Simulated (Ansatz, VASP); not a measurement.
# One calculation of Cs, two programs

```
Cs
1.0
    -3.12847    3.12847    3.12847
     3.12847   -3.12847    3.12847
     3.12847    3.12847   -3.12847
Cs
1
Direct
  0.00000 0.00000 0.00000
```

Alike in both runs: task relaxation of cell and atoms; functional RPBE; k mesh 6 × 6 × 6; occupations fermi-dirac, width 0.05 eV; no spin polarisation.

|  | VASP | Ansatz |
| --- | --- | --- |
| version | VASP 6.6.1 | Ansatz 0.2.0 |
| potentials or method | VASP PAW PBE potentials, release 64 (Cs_sv), cutoff 600 eV | all-electron LAPW, scalar-relativistic |

```csv
,VASP,Ansatz,Ansatz less VASP
relaxed volume (Å³/atom),130.47,131.57,+1.097
relaxed cell length with the largest relative difference (Å),5.534,5.550,+0.0155
energy change over the relaxation (meV/atom),-4,-4,-0.3
```

Ansatz ran all-electron here, so the differences hold the error of VASP's frozen core and of both bases.

Caveats: the PAW data sets were made with another functional, which shifts forces and pressure a little (VASP). Spin-orbit coupling is left out, which matters for the levels of Cs.
